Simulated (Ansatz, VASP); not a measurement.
ZrC in VASP and in Ansatz

Contents of INCAR:

```
  PREC = Accurate
  ENCUT = 600
  EDIFF = 1E-7
  ISMEAR = 0
  SIGMA = 0.1
  LREAL = False
  LASPH = True
  NELM = 100
  ALGO = Normal
  ISIF = 3
  LWAVE = False
  LCHARG = False
  GGA = PE
  IBRION = 2
  NSW = 100
  EDIFFG = -0.005
```

KPOINTS

```
regular mesh
0
Gamma
  16 16 16
```

Contents of POSCAR:

```
ZrC
1.0
    0.0000000000      2.3502100000      2.3502100000
    2.3502100000      0.0000000000      2.3502100000
    2.3502100000      2.3502100000      0.0000000000
Zr C
1 1
Direct
    0.5000000000      0.5000000000      0.5000000000
    0.0000000000      0.0000000000      0.0000000000
```

Input for Ansatz:

```yaml
crystal:
  lattice:
    - [0.0, 2.35021, 2.35021]
    - [2.35021, 0.0, 2.35021]
    - [2.35021, 2.35021, 0.0]
  atoms:
    - { symbol: Zr, position: [0.5, 0.5, 0.5] }
    - { symbol: C, position: [0.0, 0.0, 0.0] }
basis:
  ecutwfc: 420
kpoints:
  mp_grid: { grid: [16, 16, 16] }
hamiltonian:
  xc: pbe
scf:
  occupations: { method: gaussian, width: 0.1 }
output:
  forces: true
  stress: true
  eigenvalues: true
relax:
  adjacent_minimum: "off"
  f_tol: 0.005
  max_steps: 80
  cell: { stress_tol: 0.05 }
```

Alike in both runs: task relaxation of cell and atoms; functional PBE; k mesh 16 × 16 × 16; occupations gaussian, width 0.1 eV; no spin polarisation.

|  | VASP | Ansatz |
| --- | --- | --- |
| version | VASP 6.6.1 | Ansatz 0.2.0 |
| potentials or method | VASP PAW PBE potentials, release 64 (Zr_sv, C) | scalar-relativistic, plane waves, PAW |
| plane-wave cutoff (eV) | 600 | 420 |
| valence electrons in the cell | 16 | 16 |

Ansatz gave:

```
gap on the k mesh at the Fermi level, each at its own relaxed structure (eV) : none
relaxed volume (Å³/atom)                                                     : 13.05
relaxed cell length with the largest relative difference (Å)                 : 3.329
```

**Question.** What did VASP give for the same quantities?

**Answer.** gap on the k mesh at the Fermi level, each at its own relaxed structure (eV): none; relaxed volume (Å³/atom): 13.06; relaxed cell length with the largest relative difference (Å): 3.330.

A gap of «none» marks a metal or a gap that the smearing closes.

PBE usually gives volumes a little too large and moduli too small. Zero-point motion and thermal expansion aren't in these numbers.
